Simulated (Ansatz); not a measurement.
Write the native input for Ansatz 0.2.0 that does the following.

```
Task                : single point
Functional          : PBE
Potentials or basis : Ansatz PAW
Cutoff              : 420 eV (not typed: the program's choice for these potentials)
k mesh              : 10 × 10 × 10
Occupations         : gaussian, width 0.028 eV
Spin                : no spin polarisation
```

CdO (Monteponite):

```
Cd O
1.0
     0.00000    2.34950    2.34950
     2.34950    0.00000    2.34950
     2.34950    2.34950    0.00000
Cd O
1 1
Direct
  0.00000 0.00000 0.00000
  0.50000 0.50000 0.50000
```

The input as run:

input.yaml

```yaml
crystal:
  lattice:
    - [0.0, 2.3495, 2.3495]
    - [2.3495, 0.0, 2.3495]
    - [2.3495, 2.3495, 0.0]
  atoms:
    - { symbol: Cd, position: [0.0, 0.0, 0.0] }
    - { symbol: O, position: [0.5, 0.5, 0.5] }
hamiltonian:
  xc: pbe
  pseudopotentials: { kind: paw }
kpoints:
  mp_grid: { grid: [10, 10, 10] }
scf:
  occupations: { method: gaussian, width: 0.028 }
output:
  forces: true
  stress: true
  eigenvalues: true
```

Potentials or basis: Ansatz PAW.

Run with:

```console
$ ansatz run input.yaml --threads 2 --pin off --max-ram 5632MiB --backend cpu --events-out ev --progress --plain --runs-dir out
```

It gave:

```
Pressure               : 6.1 GPa
Band gap on the k mesh : none (metal or under the smearing width)
```

Caveat: the pressure holds a Pulay correction of +0.5 GPa for the finite cutoff; this crystal is a semiconductor, whose small gap the functional closes, so the metal is an error of the method.

Run time: 0.76 s on 2 threads of Arm Neoverse V1, with other jobs on the host, peak memory 0.28 GiB.
